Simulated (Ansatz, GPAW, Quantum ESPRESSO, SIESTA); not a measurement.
NbP: programs and potentials compared

```xyz
4
Lattice="-1.6749 1.6749 5.7401 1.6749 -1.6749 5.7401 1.6749 1.6749 -5.7401" Properties=species:S:1:pos:R:3 pbc="T T T"
Nb    1.6084   -0.0063    2.9324
Nb   -0.0277   -0.0107    5.7562
P    -0.0628    1.7222    3.8209
P     0.0029   -0.0365    0.8889
```

The cell is a database's computed one, not the measured one.

Atoms were shifted at random by some hundredths of an Å from the given cell, which wasn't relaxed again for these runs.

Alike in all runs: task single point; functional PBEsol; k mesh 11 × 11 × 11; occupations fermi-dirac, width 0.05 eV; no spin polarisation; no spin-orbit coupling. Pressure is positive in compression and, in plane waves, holds the error of the finite cutoff.

| program and potentials | plane-wave cutoff (eV) | notes | pressure (GPa) | largest force (eV/Å) |
| --- | --- | --- | --- | --- |
| Quantum ESPRESSO, GBRV 1.5 PBEsol | 612 | - | -6.11 | 1.242 |
| Ansatz, all-electron LAPW, scalar-relativistic | - | - | -5.77 | 1.242 |
| SIESTA, files PseudoDojo sr-pbesol-0.4.1-standard, DZP (energy shift 0.003 Ry; two zetas on semicore shells) | - | atomic basis | -3.88 | 1.286 |
| GPAW, PAW data sets generated for this functional | 600 | - | ? | ? |

Problem. Estimate from the other rows what the run with GPAW, PAW data sets generated for this functional gave.

Solution. Pressure -6.08 GPa; largest force 1.247 eV/Å. The other rows, which needn't bracket it: pressure -6.11 to -3.88; largest force 1.242 to 1.286.
